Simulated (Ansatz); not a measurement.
The system is CoO.

```xyz
2
Lattice="0.0000 2.1315 2.1315 2.1315 0.0000 2.1315 2.1315 2.1315 0.0000" Properties=species:S:1:pos:R:3 pbc="T T T"
Co    0.0000    0.0000    0.0000
O     2.1315    2.1315    2.1315
```

Base run:

| Quantity | Value |
| --- | --- |
| Program | Ansatz 0.2.0 |
| Functional | PBEsol |
| Potentials or basis | all-electron LAPW, non-relativistic |
| Cutoff | 360 eV (chosen from the basis error) |
| Basis error allowed | 0.001 eV/atom |
| k mesh | 11 × 11 × 11 |
| Occupations | fermi-dirac, width 0.05 eV |
| Spin | collinear spin, ferromagnetic start |
| Starting moments | [2.0, 0.0] μB |

Its results: pressure -9.9 GPa; net moment 2.94 μB per cell; site moments Co +2.57; O +0.35 μB.

Task: The run is repeated on the same cell with these changes: potentials or basis from all-electron LAPW, non-relativistic to all-electron PAW datasets made for the crystal. What comes out?

Result: Pressure -10.8 GPa; net moment 2.96 μB per cell; site moments Co +2.51; O +0.34 μB.

Caveats: a cell with one magnetic atom can't hold antiferromagnetic order, which such compounds often take.

The runs don't all hold the same shells in valence.
